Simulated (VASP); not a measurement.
## LiH in VASP 6.6.1, single-point calculation

INCAR

```
ENCUT = 520
ISIF = 2
NELM = 79
LCHARG = .FALSE.
LREAL = .FALSE.
ALGO = Normal
SIGMA = 0.01
LWAVE = .FALSE.
METAGGA = R2SCAN
EDIFF = 1E-7
NBANDS = 9
LASPH = .TRUE.
PREC = Accurate
ISMEAR = 0
NSW = 0
IBRION = -1
```

KPOINTS

```
KPOINTS created by Atomic Simulation Environment
0
Gamma
1 1 1
0 0 0
```

POSCAR

```
Li H
 1.0000000000000000
     0.0000000000000000    1.9429049959000000    1.9429049959000000
     1.9429049959000000    0.0000000000000000    1.9429049959000000
     1.9429049959000000    1.9429049959000000    0.0000000000000000
 Li  H
   1   1
Cartesian
  0.0000000000000000  0.0000000000000000  0.0000000000000000
  1.9429049959000000  1.9429049959000000  1.9429049959000000
```

The recommended PBE PAW datasets give the neutral cell 4 valence electrons.

Command

```
mpirun -np 1 vasp_std
```

OSZICAR

```
N       E                     dE             d eps       ncg     rms          rms(c)
DAV:   1    -0.117863880101E+02   -0.11786E+02   -0.21935E+03    18   0.403E+02
DAV:   2    -0.139907081464E+02   -0.22043E+01   -0.21957E+01    26   0.438E+01
DAV:   3    -0.139943016212E+02   -0.35935E-02   -0.35932E-02    20   0.171E+00
DAV:   4    -0.139943312974E+02   -0.29676E-04   -0.29676E-04    20   0.148E-01
DAV:   5    -0.139943316797E+02   -0.38239E-06   -0.38238E-06    18   0.179E-02    0.304E+00
DAV:   6    -0.136857234840E+02    0.30861E+00   -0.71418E-01    26   0.417E+00    0.106E+00
DAV:   7    -0.136584789589E+02    0.27245E-01   -0.21621E-01    26   0.141E+00    0.948E-01
DAV:   8    -0.136764595242E+02   -0.17981E-01   -0.85664E-03    18   0.457E-01    0.431E-01
DAV:   9    -0.136845805945E+02   -0.81211E-02   -0.21497E-02    20   0.609E-01    0.308E-01
DAV:  10    -0.136858619526E+02   -0.12814E-02   -0.47038E-04    18   0.155E-01    0.216E-01
...
DAV:  17    -0.136873964175E+02   -0.65988E-05   -0.73581E-07    25   0.284E-03    0.198E-04
DAV:  18    -0.136873952612E+02    0.11563E-05   -0.88461E-08    17   0.112E-03    0.545E-04
DAV:  19    -0.136873971572E+02   -0.18960E-05   -0.15177E-08     9   0.510E-04    0.232E-04
DAV:  20    -0.136873979655E+02   -0.80834E-06   -0.83744E-09     9   0.680E-04    0.671E-05
DAV:  21    -0.136873981064E+02   -0.14086E-06   -0.18780E-09     9   0.346E-04    0.495E-05
DAV:  22    -0.136873982458E+02   -0.13939E-06   -0.24389E-10     9   0.105E-04    0.257E-05
DAV:  23    -0.136873984532E+02   -0.20740E-06   -0.14646E-10     9   0.720E-05    0.140E-05
DAV:  24    -0.136873983194E+02    0.13376E-06   -0.40874E-11     9   0.535E-05    0.109E-05
DAV:  25    -0.136873983255E+02   -0.60443E-08   -0.42277E-12     9   0.171E-05
   1 F= -.13687398E+02 E0= -.13687398E+02  d E =-.501589E-30
```

It converged. Results: gap between bands v and c on the k mesh 24.06 eV; least direct gap on the k mesh 24.06 eV; pressure -37.3 GPa. Band v is the last that the valence electrons fill when counted band by band, and c is the next.

Problem. Why shouldn't this run be trusted?

Solution. One k point for a small cell. On sound settings r²SCAN gives a gap of 3.52 eV on its mesh and a pressure of 3.4 GPa for the intended cell. This run's energy (σ→0) differs from it by -3443 meV an atom.
